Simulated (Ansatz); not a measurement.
# Si2Ni: the cost of one run

Program: Ansatz 0.2.0. Level of theory: DFT PBE, scalar-relativistic, plane waves, PAW. These are calculated values, not measurements.

The COD entry's cell or inner coordinates are ideal or old and differ from later refinements, so a difference from it is no clean test against experiment.

1 further run of the same task is left out (set aside as unsound or not needed).

### Step 1. The structure to begin with

The structure is cubic, space group Fm-3m (No. 225). Conventional cell: a = 5.447 Å, b = 5.447 Å, c = 5.447 Å, α = 90.00°, β = 90.00°, γ = 90.00°. Around Si (site symmetry -43m) lie 4 Ni at 2.36 Å. Ni (site symmetry m-3m) is surrounded by 8 Si at 2.36 Å.

As a file:

```
CELL_PARAMETERS angstrom
0.00000 2.72341 2.72341
2.72341 0.00000 2.72341
2.72341 2.72341 0.00000
ATOMIC_POSITIONS crystal
Si 0.25000 0.25000 0.25000
Si 0.75000 0.75000 0.75000
Ni 0.00000 0.00000 0.00000
```

It is the result of an earlier relaxation at this level (volume 13.47 Å³/atom; gap on the mesh: none (metal)).

### Step 2. Zero of energy

Reference values: F = -7112.4082 eV; pressure -0.10 GPa; largest force 0.000 eV/Å; gap on the mesh none (metal). It was computed beforehand with the settings of the runs below.

### Step 3. The scan: a strain scan

The cell is strained by ε times the Voigt pattern (1, -1, 0, 0, 0, 0) (xx, yy, zz, yz, xz, xy; engineering shear), with fractional coordinates fixed (clamped ions). The stress on the pattern is the sum of the stress components weighted by it, tension positive.

### Step 4. ε = -0.0200

Contents of input.yaml:

```yaml
crystal:
  lattice:
    - [0.0, 2.7778811584, 2.7234129004]
    - [2.6689446424, 0.0, 2.7234129004]
    - [2.6689446424, 2.7778811584, 0.0]
  atoms:
    - { symbol: Si, position: [0.25, 0.25, 0.25] }
    - { symbol: Si, position: [0.75, 0.75, 0.75] }
    - { symbol: Ni, position: [0.0, 0.0, 0.0] }
basis:
  ecutwfc: 420
kpoints:
  mp_grid: { grid: [16, 16, 16] }
hamiltonian:
  xc: pbe
scf:
  occupations: { method: gaussian, width: 0.15 }
output:
  forces: true
  stress: true
  eigenvalues: true
```

Run with:

```sh
ansatz run input.yaml --threads 1 --pin off --max-ram 2560MiB --backend cpu --events-out ev --progress --plain --runs-dir out
```

**Question.** How long does this run take on 1 thread of Intel Xeon Platinum 8488C (Sapphire Rapids), shared host, and how much memory does it need?

About 15 s, with a peak of 0.67 GiB.
